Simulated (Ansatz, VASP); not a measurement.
One calculation of Ag, two programs

File INCAR:

```
SYSTEM = Ag
PREC = Accurate
ENCUT = 520
EDIFF = 1E-7
ISMEAR = -1
SIGMA = 0.1
LREAL = .False.
LASPH = .True.
NELM = 60
ALGO = Normal
ISIF = 2
LWAVE = .False.
LCHARG = .True.
GGA = B5
ALDAX = 1.0
AGGAX = 1.0
AGGAC = 1.0
ALDAC = 0.0
LELF = .True.
LVHAR = .True.
NBANDS = 12
```

The input KPOINTS:

```
regular mesh
0
Gamma
  21 21 21
  0 0 0
```

POSCAR

```
Ag
1.0
    0.0000000000      2.1569923104      2.1569923104
    2.1569923104      0.0000000000      2.1569923104
    2.1569923104      2.1569923104      0.0000000000
Ag
1
Direct
    0.0000000000      0.0000000000      0.0000000000
```

Input for Ansatz:

```yaml
crystal:
  lattice:
    - [0.0, 2.1569923104, 2.1569923104]
    - [2.1569923104, 0.0, 2.1569923104]
    - [2.1569923104, 2.1569923104, 0.0]
  atoms:
    - { symbol: Ag, position: [0.0, 0.0, 0.0] }
hamiltonian:
  xc: blyp
  pseudopotentials:
    kind: paw
    azcp:
      Ag: "pseudopotentials/Ag.paw.azcp"
basis:
  ecutwfc: 420
  fft_grid_basis: typed
kpoints:
  mp_grid: { grid: [21, 21, 21], shift: [0, 0, 0] }
magnetization:
  spin_polarized: false
scf:
  occupations: { method: fermi_dirac, width: 0.1 }
output:
  stress: true
```

Alike in both runs: task single point; functional BLYP; k mesh 21 × 21 × 21; occupations fermi-dirac, width 0.1 eV; no spin polarisation.

```csv
,VASP,Ansatz
version,VASP 6.6.1,Ansatz 0.2.0
potentials or method,"VASP PAW PBE potentials, release 64 (Ag)","plane waves (420 eV) with PAW, scalar-relativistic"
plane-wave cutoff (eV),520,420
valence electrons in the cell,11,19
```

VASP gave:

* pressure (GPa): -2.3

Problem. Which values does Ansatz return?

Solution. Pressure (GPa): -2.4.

With one functional, cell and mesh, what is left measures potentials, basis and numerics. The two sets of potentials don't hold the same shells in valence.

Caveats: the PAW data sets were made with another functional, which shifts forces and pressure a little (VASP).
